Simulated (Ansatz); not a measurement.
Set up this calculation in Ansatz 0.2.0, as the native input.

- Task: relaxation of cell and atoms
- Functional: RPBE
- Dispersion: D3(BJ)
- Potentials or basis: Ansatz PAW
- Cutoff: 420 eV (not typed: the program's choice for these potentials)
- k mesh: 8 × 8 × 8
- Occupations: fermi-dirac, width 0.05 eV
- Spin: no spin polarisation

InSe:

```xyz
4
Lattice="2.0000 1.1547 8.4400 -2.0000 1.1547 8.4400 0.0000 -2.3094 8.4400" Properties=species:S:1:pos:R:3 pbc="T T T"
In    0.0000    0.0000   22.4994
In    0.0000    0.0000    0.0000
Se    0.0000    0.0000    4.3525
Se    0.0000    0.0000    9.7102
```

These files were run (other wordings do the same):

input.yaml

```yaml
crystal:
  lattice:
    - [2.0, 1.1547005384, 8.44]
    - [-2.0, 1.1547005384, 8.44]
    - [0.0, -2.3094010768, 8.44]
  atoms:
    - { symbol: In, position: [0.8886, 0.8886, 0.8886] }
    - { symbol: In, position: [0.0, 0.0, 0.0] }
    - { symbol: Se, position: [0.1719, 0.1719, 0.1719] }
    - { symbol: Se, position: [0.3835, 0.3835, 0.3835] }
hamiltonian:
  xc: rpbe
  pseudopotentials: { kind: paw }
  dispersion: d3bj
kpoints:
  mp_grid: { grid: [8, 8, 8] }
scf:
  occupations: { method: fermi_dirac, width: 0.05 }
output:
  forces: true
  stress: true
relax:
  f_tol: 0.01
  max_steps: 40
  cell: { stress_tol: 0.05 }
```

Potentials or basis: Ansatz PAW.

Launch:

```console
$ ansatz run input.yaml --threads 2 --pin off --max-ram 5632MiB --backend cpu --events-out ev --progress --plain --runs-dir out
```

It gave:

The relaxed volume is 23.65 Å³/atom, the relaxed cell is a = 8.106 Å, b = 8.106 Å, c = 8.106 Å, α = 26.67°, β = 26.67°, γ = 26.67° and the space group after relaxing (to 0.05 Å) is R3m (No. 160). The energy gained by relaxing is 114.3 meV/atom. The ionic steps are 7. The pressure after relaxing is 0.0 GPa and the largest force after relaxing is 0.005 eV/Å. The band gap on the k mesh is 0.71 eV.

Caveat: the volume moved by over 15 % at a fixed basis, so the end points are rough; the plane-wave basis is chosen anew once the cell has moved, so the energies of steps on either side of that aren't comparable; spin-orbit coupling is left out, which moves the levels of the heavy elements; the volume moved by -19 % from the deposited cell, more than functionals usually miss; the PAW data sets come from PBE, with cores solved anew for the run's functional, which leaves a small shift of forces and pressure.

Wall time 120 s on 2 threads of Intel(R) Xeon(R) Processor @ 2.50GHz (Skylake/Cascade Lake), with other jobs on the host, peak memory 0.53 GiB.
